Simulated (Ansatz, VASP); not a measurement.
**One calculation of HgTe, two programs**

INCAR

```
PREC = Accurate
ENCUT = 600
EDIFF = 1E-7
ISMEAR = 0
SIGMA = 0.1
LREAL = False
LASPH = True
NELM = 100
ALGO = Normal
ISIF = 3
LWAVE = False
LCHARG = False
GGA = PE
IVDW = 12
IBRION = 2
NSW = 100
EDIFFG = -0.005
```

The input KPOINTS:

```
regular mesh
0
Gamma
  12 12 12
```

File POSCAR:

```
HgTe
1.0
    0.0000000000      3.1800000000      3.1800000000
    3.1800000000      0.0000000000      3.1800000000
    3.1800000000      3.1800000000      0.0000000000
Hg Te
1 1
Direct
    0.0000000000      0.0000000000      0.0000000000
    0.5000000000      0.5000000000      0.5000000000
```

Input for Ansatz:

```yaml
crystal:
  lattice:
    - [0.0, 3.18, 3.18]
    - [3.18, 0.0, 3.18]
    - [3.18, 3.18, 0.0]
  atoms:
    - { symbol: Hg, position: [0.0, 0.0, 0.0] }
    - { symbol: Te, position: [0.5, 0.5, 0.5] }
basis:
  ecutwfc: 420
kpoints:
  mp_grid: { grid: [12, 12, 12] }
hamiltonian:
  xc: pbe
  dispersion: d3bj
scf:
  occupations: { method: gaussian, width: 0.1 }
output:
  forces: true
  stress: true
  eigenvalues: true
relax:
  adjacent_minimum: "off"
  f_tol: 0.005
  max_steps: 80
  cell: { stress_tol: 0.05 }
```

Measurements of this composition are mostly on another form, of space group No. 216.

Alike in both runs: task relaxation of cell and atoms; functional PBE; dispersion D3(BJ); k mesh 12 × 12 × 12; occupations gaussian, width 0.1 eV; no spin polarisation.

|  | VASP | Ansatz |
| --- | --- | --- |
| version | VASP 6.6.1 | Ansatz 0.2.0 |
| potentials or method | VASP PAW PBE potentials, release 64 (Hg, Te) | scalar-relativistic, plane waves, PAW |
| plane-wave cutoff (eV) | 600 | 420 |
| valence electrons in the cell | 18 | 36 |

```tsv
	VASP	Ansatz	Ansatz less VASP
gap on the k mesh at the Fermi level, each at its own relaxed structure (eV)	none	none	-
relaxed volume (Å³/atom)	27.62	27.54	-0.079
relaxed cell length with the largest relative difference (Å)	4.275	4.271	-0.0041
energy change over the relaxation (meV/atom)	-93	-97	-3.6
```

A gap of «none» marks a metal or a gap that the smearing closes. The two sets of potentials don't hold the same shells in valence.

Caveats: the volume moved by -14 % from the deposited cell, more than functionals usually miss; pairwise dispersion overbinds metals, which lowers pressure and volume. Spin-orbit coupling is left out, which matters for the levels of Hg, Te.
